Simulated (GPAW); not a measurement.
# FePt (Tetraferroplatinum) (P4/mmm) in GPAW: single point with r2SCAN

Aim: the single point of FePt (Tetraferroplatinum) with r2SCAN.

Everything below comes from runs of GPAW 26.7.0. Logs are shortened: lines on timing, memory, paths and dates and some standing lists are left out, and cuts for length are marked. The log counts tension as positive stress, the text compression.

**1. The crystal as given**

It takes space group P4/mmm (No. 123, tetragonal). The conventional cell has a = 2.724 Å, b = 2.724 Å, c = 3.720 Å, α = 90.00°, β = 90.00°, γ = 90.00°. Pt (site symmetry 4/mmm) has 8 Fe at 2.68 Å and 4 Pt at 2.72 Å as nearest neighbours. Around Fe (site symmetry 4/mmm) lie 8 Pt at 2.68 Å and 4 Fe at 2.72 Å.

**2. Single point, r2SCAN, collinear spin, ferromagnetic start**

Input file run.py:

```python
from ase.dft.bandgap import bandgap
from ase.io import read, write
from ase.units import GPa
from gpaw import GPAW, PW

atoms = read('FePt.cif')
atoms.set_initial_magnetic_moments([0.0, 4.0])

calc = GPAW(mode=PW(500),
            xc='MGGA_X_R2SCAN+MGGA_C_R2SCAN',
            kpts={'size': (8, 8, 6), 'gamma': True},
            occupations={'name': 'fermi-dirac', 'width': 0.05},
            nbands=24,
            maxiter=120,
            txt='gpaw.txt')
atoms.calc = calc
energy = atoms.get_potential_energy()
forces = atoms.get_forces()
stress = atoms.get_stress()
calc.write('gs.gpw')
write('result.traj', atoms)
print(f'Energy: {energy:.6f} eV')
print('Forces (eV/A):')
print(forces.round(4))
print('Stress (GPa):', (stress / GPa).round(3))
print('Moments:', calc.get_magnetic_moments().round(3))
print('Fermi level:', round(calc.get_fermi_level(), 4), 'eV')
print(f'Gap: {bandgap(calc)[0]:.4f} eV, direct: {bandgap(calc, direct=True)[0]:.4f} eV')
```

Input file FePt.cif:

```cif
data_FePt
_cell_length_a 2.72350000
_cell_length_b 2.72350000
_cell_length_c 3.72000000
_cell_angle_alpha 90.00000000
_cell_angle_beta 90.00000000
_cell_angle_gamma 90.00000000
_space_group_name_H-M_alt 'P4/mmm'
_space_group_name_Hall '-P 4 2'
_space_group_IT_number 123
loop_
_space_group_symop_operation_xyz
'x,y,z'
'-x,-y,-z'
'-y,x,z'
'y,-x,-z'
'-x,-y,z'
'x,y,-z'
'y,-x,z'
'-y,x,-z'
'x,-y,-z'
'-x,y,z'
'-y,-x,-z'
'y,x,z'
'-x,y,-z'
'x,-y,z'
'y,x,-z'
'-y,-x,z'
loop_
_atom_site_label
_atom_site_type_symbol
_atom_site_symmetry_multiplicity
_atom_site_Wyckoff_symbol
_atom_site_fract_x
_atom_site_fract_y
_atom_site_fract_z
_atom_site_occupancy
Pt1 Pt 1 d 0.5000000000 0.5000000000 0.5000000000 1
Fe1 Fe 1 a 0.0000000000 0.0000000000 0.0000000000 1
```

Potentials or basis: GPAW PAW data sets (gpaw-data 1.2.1), pw.

Started as:

```bash
OMP_NUM_THREADS=1 python run.py
```

gpaw.txt:

```text
__  _  _
 | _ |_)|_||  |
 |__||  | ||/\| - 26.7.0

Input parameters:
  mode=PW(ecut=500.0),
  kpts=MonkhorstPack(size=(8, 8, 6), gamma=True),
  maxiter=120,
  nbands=24,
  occupations=Occupations(name='fermi-dirac', width=0.05),
  xc=XC(name='MGGA_X_R2SCAN+MGGA_C_R2SCAN')

Diagonalizing LCAO Hamiltonian
Converting LCAO to pw mode
   .------.
  /|      |
 * |      |
 | |      |
 | | Pt   |
 | .------.
 |/      /
 Fe-----*

Atoms  # Å, Bohr magnetons
|   | symbol |        x |        y |        z |    initial magnetic moments |
|---|--------|----------|----------|----------|-----------------------------|
| 0 |     Pt | 1.361750 | 1.361750 | 1.860000 | ( 0.0000,  0.0000,  0.0000) |
| 1 |     Fe | 0.000000 | 0.000000 | 0.000000 | ( 0.0000,  0.0000,  4.0000) |

Unit cell  # Å
| periodic |        x |        y |        z |  lengths |    angles |
|----------|----------|----------|----------|----------|-----------|
|      yes | 2.723500 | 0.000000 | 0.000000 | 2.723500 | 90.000000 |
|      yes | 0.000000 | 2.723500 | 0.000000 | 2.723500 | 90.000000 |
|      yes | 0.000000 | 0.000000 | 3.720000 | 3.720000 | 90.000000 |

Number of symmetries: 16
Symmetry operations  # r_c * U_cc + t_c -> r_c
|    | kind |            matrix            |
|----|------|------------------------------|
|  0 |  E   |  1, 0, 0,  0, 1, 0,  0, 0, 1 |
|  1 |  σ   |  1, 0, 0,  0, 1, 0,  0, 0,-1 |
|  2 |  σ   |  1, 0, 0,  0,-1, 0,  0, 0, 1 |
|  3 |  C2  |  1, 0, 0,  0,-1, 0,  0, 0,-1 |
|  4 |  σ   |  0, 1, 0,  1, 0, 0,  0, 0, 1 |
|  5 |  C2  |  0, 1, 0,  1, 0, 0,  0, 0,-1 |
|  6 |  C4  |  0, 1, 0, -1, 0, 0,  0, 0, 1 |
|  7 |  S4  |  0, 1, 0, -1, 0, 0,  0, 0,-1 |
|  8 |  C4  |  0,-1, 0,  1, 0, 0,  0, 0, 1 |
|  9 |  S4  |  0,-1, 0,  1, 0, 0,  0, 0,-1 |
| 10 |  σ   |  0,-1, 0, -1, 0, 0,  0, 0, 1 |
| 11 |  C2  |  0,-1, 0, -1, 0, 0,  0, 0,-1 |
| 12 |  σ   | -1, 0, 0,  0, 1, 0,  0, 0, 1 |
| 13 |  C2  | -1, 0, 0,  0, 1, 0,  0, 0,-1 |
| 14 |  C2  | -1, 0, 0,  0,-1, 0,  0, 0, 1 |
| 15 |  i   | -1, 0, 0,  0,-1, 0,  0, 0,-1 |

BZ-sampling:
  Number of BZ points: 384
  Number of IBZ points: 60

  Monkhorst-Pack size: [8, 8, 6]
  Monkhorst-Pack shift: [0.0625, 0.0625, 0.08333333333333333]

K-points  # in reciprocal-cell coordinates
|     |                                coordinates |     weight |
|-----|--------------------------------------------|------------|
|   0 | (  0.00000000,   0.00000000,   0.00000000) | 0.00260417 |
|   1 | (  0.00000000,   0.00000000,   0.16666667) | 0.00520833 |
|   2 | (  0.00000000,   0.00000000,   0.33333333) | 0.00520833 |
|   3 | (  0.00000000,   0.00000000,   0.50000000) | 0.00260417 |
|   4 | (  0.12500000,   0.00000000,   0.00000000) | 0.01041667 |
|   5 | (  0.12500000,   0.00000000,   0.16666667) | 0.02083333 |
|   6 | (  0.12500000,   0.00000000,   0.33333333) | 0.02083333 |
|   7 | (  0.12500000,   0.00000000,   0.50000000) | 0.01041667 |
|   8 | (  0.12500000,   0.12500000,   0.00000000) | 0.01041667 |
|   9 | (  0.12500000,   0.12500000,   0.16666667) | 0.02083333 |
| ... |                                            |            |
|  59 | (  0.50000000,   0.50000000,   0.50000000) | 0.00260417 |

Plane wave coefficients: 724
Cutoff: 500.0 eV

Spin-components: 2 (collinear spins)
Bands:           24
Projectors:      12
Spin-degeneracy: 1
Datatype:        complex128

Parallelization:
  kpt:    1
  domain: 1
  band:   1

Density:
  Valence electrons: 24.0
  Components: 2
  Grid points: [15 15 20]
  Charge: 0.0  # |e|

Potential:
  Grid points: [15 15 20]

species:
  Pt:
    name:    Platinum
    Z:       78.0
    valence: 16
    core:    62
    charge:  0.0  # [|e|]
    compensation charges:
      type: gauss
      rc: 0.41  # [Å]
      lmax: 2
    cutoffs:
      filter: 2.26  # [Å]
      core: 2.26  # [Å]
    projectors
    | kind |    occ | energy [eV] | rcut [Å] |
    |------|--------|-------------|----------|
    |   6s |  1.000 |      -5.628 |    1.307 |
    |   5p |  6.000 |     -56.051 |    1.371 |
    |   6p |  0.000 |      -0.845 |    1.371 |
    |   5d |  9.000 |      -6.153 |    1.307 |
    |    s |        |      21.583 |    1.307 |
    |    d |        |      21.058 |    1.307 |

    Using partial waves for Pt as LCAO basis

  Fe:
    name:    Iron
    Z:       26.0
    valence: 8
    core:    18
    charge:  0.0  # [|e|]
    compensation charges:
      type: gauss
      rc: 0.33  # [Å]
      lmax: 2
    cutoffs:
      filter: 2.06  # [Å]
      core: 2.67  # [Å]
    projectors
    | kind |    occ | energy [eV] | rcut [Å] |
    |------|--------|-------------|----------|
    |   4s |  2.000 |      -5.291 |    1.164 |
    |   4p |  0.000 |      -1.326 |    1.058 |
    |   3d |  6.000 |      -7.505 |    1.058 |
    |    s |        |      21.920 |    1.164 |
    |    p |        |      25.885 |    1.058 |
    |    d |        |      19.706 |    1.058 |

    Using partial waves for Fe as LCAO basis

Reference energy: -534994.817367  # eV

eigensolver:
  PPCG
  Converge bands: occupied
  niter=2

density mixing:
  MSR1-Mixer
  Pratt-step length: 0.05
  Maximum mixing coefficient: 0.75
  Old densities: 10
  SVD Regularization: 0.005
  Good broyden scale: 1.0
  Trust region scale: 1.0
  Backstep threshold: 4.0
  History deletion threshold: 6.0
  Fourier metric: weight=20.0, sigma=0.015

occupation numbers:
  Fermi-Dirac:
    width: 0.0500  # eV

poisson solver:
  ecut: 4000.0  # eV

xc functional:
  name: MGGA_X_R2SCAN+MGGA_C_R2SCAN with 2 nearest neighbor stencil

convergence criteria:
- Maximum [total energy] change in last 3 cyles: 0.0005 eV / valence electron
- Maximum integral of absolute [dens]ity change: 0.0001 electrons / valence electron
- Maximum integral of absolute [eigenst]ate change: 4e-08 eV^2 / valence electron
maximum number of iterations: 120

SCF iterations
|iter     | |      energy | eigst |  dens |  magmom |
|---------|-|-------------|-------|-------|---------|
|iter:   1| |  -40.667721 | +0.20 |       |  +4.0039|
|iter:   2| |  -37.133683 | -1.25 | -0.86 |  +3.9691|
|iter:   3| |  -36.964237 | -2.39 | -1.01 |  +3.8782|
|iter:   4| |  -36.975636 | -2.28 | -1.21 |  +3.7455|
|iter:   5| |  -37.009121 | -3.25 | -1.52 |  +3.6884|
|iter:   6| |  -37.056280 | -2.83 | -1.66 |  +3.5503|
|iter:   7| |  -37.062261 | -3.81 | -2.15 |  +3.4989|
|iter:   8| |  -37.063312c| -4.61 | -2.57 |  +3.4794|
|iter:   9| |  -37.063423c| -5.63 | -3.27 |  +3.4793|
|iter:  10| |  -37.063461c| -6.34 | -3.68 |  +3.4810|
|iter:  11| |  -37.063476c| -6.99 | -4.15c|  +3.4817|
|iter:  12| |  -37.063488c| -7.12 | -4.42c|  +3.4821|
|iter:  13| |  -37.063488c| -7.97c| -5.06c|  +3.4821|

Converged in 13 steps
Energy contributions relative to reference atoms: (reference = -534994.817367)

Energy contributions:
  Kinetic:          16.587729
  Coulomb:         -15.498517
  Zero:             -0.461835
  External:          0.000000
  Xc:              -37.685360
  Entropy:          -0.011010
  Spinorbit:         0.000000
  ----------------------------
  Free energy:     -37.068993
  Extrapolated:    -37.063488

dipole moment: (-6.620332, -6.620332, -9.042641)  # |e|*Ang

Total magnetic moment: (0.000000, 0.000000, 3.482084)

Local magnetic moments
|        x |        y |        z |
|----------|----------|----------|
| 0.000000 | 0.000000 | 0.353996 |  # Pt   0
| 0.000000 | 0.000000 | 3.180567 |  # Fe   1

Fermi level: 10.981
Eigenvalues  # (at kpt = [0.000, 0.000, 0.000])
| band index |      eig [eV] | occ [0-1] |      eig [eV] | occ [0-1] |
|------------|---------------|-----------|---------------|-----------|
|          0 |       -43.575 |     1.000 |       -43.181 |     1.000 |
|        ... |               |           |               |           |
|          4 |         4.052 |     1.000 |         4.866 |     1.000 |
|          5 |         4.362 |     1.000 |         4.933 |     1.000 |
|          6 |         6.821 |     1.000 |         8.472 |     1.000 |
|          7 |         6.821 |     1.000 |         8.472 |     1.000 |
|          8 |         7.253 |     1.000 |        10.073 |     1.000 |
|          9 |         7.921 |     1.000 |        10.182 |     1.000 |
[... 8 lines left out ...]
|         18 |        29.226 |     0.000 |        28.843 |     0.000 |
|         19 |        30.054 |     0.000 |        30.925 |     0.000 |
|        ... |               |           |               |           |
|         23 |        34.525 |     0.000 |        35.159 |     0.000 |

No gap
No difference between direct/indirect transitions

Forces  # eV/Ang
|        x |        y |       z |
|----------|----------|---------|
| -0.00000 | -0.00000 | 0.00000 |  # Pt   0
| -0.00000 | -0.00000 | 0.00000 |  # Fe   1

Stress tensor  # eV/Ang^3
|         x |         y |         z |
|-----------|-----------|-----------|
| -0.011895 |  0.000000 |  0.000000 |
|  0.000000 | -0.011895 |  0.000000 |
|  0.000000 |  0.000000 | -0.018416 |

# Writing to gs.gpw (mode='')
```

stdout:

```text
Energy: -37.063488 eV
Forces (eV/A):
[[-0. -0.  0.]
 [-0. -0.  0.]]
Stress (GPa): [-1.906 -1.906 -2.951  0.     0.     0.   ]
Moments: [0.354 3.181]
Fermi level: 10.981 eV
Gap: 0.0000 eV, direct: 0.0000 eV
```

It took 2 min on 1 thread of Arm Neoverse V1, shared host; peak memory 0.35 GiB.

What came out:

```yaml
Free_energy: -37.0690 eV
Pressure: 2.3 GPa
Band_gap_on_the_k_mesh: none (metal or under the smearing width)
Net_moment: 3.48 μB per cell
Site_moments: Pt +0.35; Fe +3.18 μB
```

Levels at points of the mesh, in eV from the Fermi level:
Spin up:
```csv
k point,band 10,band 11,band 12,band 13,band 14,band 15,band 16,band 17,band 18,band 19
"(0.00, 0.00, 0.00)",-3.06,-2.75,-0.93,-0.93,-0.86,2.28,9.92,12.09,12.09,18.25
"(0.00, 0.00, 0.50)",-3.30,-3.05,-2.89,-2.43,-2.43,-1.07,16.20,16.29,16.92,16.92
"(0.50, 0.00, 0.00)",-3.53,-3.14,-2.97,-1.88,-0.49,1.93,10.74,10.76,12.91,13.53
"(0.50, 0.00, 0.50)",-2.13,-1.49,-1.02,-0.88,-0.76,-0.54,4.70,6.78,17.17,17.39
"(0.50, 0.50, 0.00)",-1.16,-1.16,-1.10,0.35,1.57,1.57,7.74,10.15,11.29,12.91
"(0.50, 0.50, 0.50)",-3.40,-2.03,-2.02,0.35,6.99,6.99,7.81,8.34,8.60,8.60
```
Spin down:
```tsv
k point	band 8	band 9	band 10	band 11	band 12	band 13
(0.00, 0.00, 0.00)	-2.51	-0.91	-0.80	1.02	2.01	2.01
(0.00, 0.00, 0.50)	-2.11	-2.11	-1.51	-0.76	0.68	0.76
(0.50, 0.00, 0.00)	-2.72	-1.54	-1.12	-0.65	1.05	1.16
(0.50, 0.00, 0.50)	-2.34	-1.04	-0.63	-0.22	1.08	1.83
(0.50, 0.50, 0.00)	1.03	1.38	1.38	1.61	1.97	2.07
(0.50, 0.50, 0.50)	-1.65	-1.35	-1.35	1.04	1.36	1.97
```

Caveat: the cutoff is short for stress and forces, so pressures can be off by a GPa or more; the PAW data sets were made with another functional, which shifts forces and pressure a little. The run has no spin-orbit coupling, so splittings on Pt are missing.
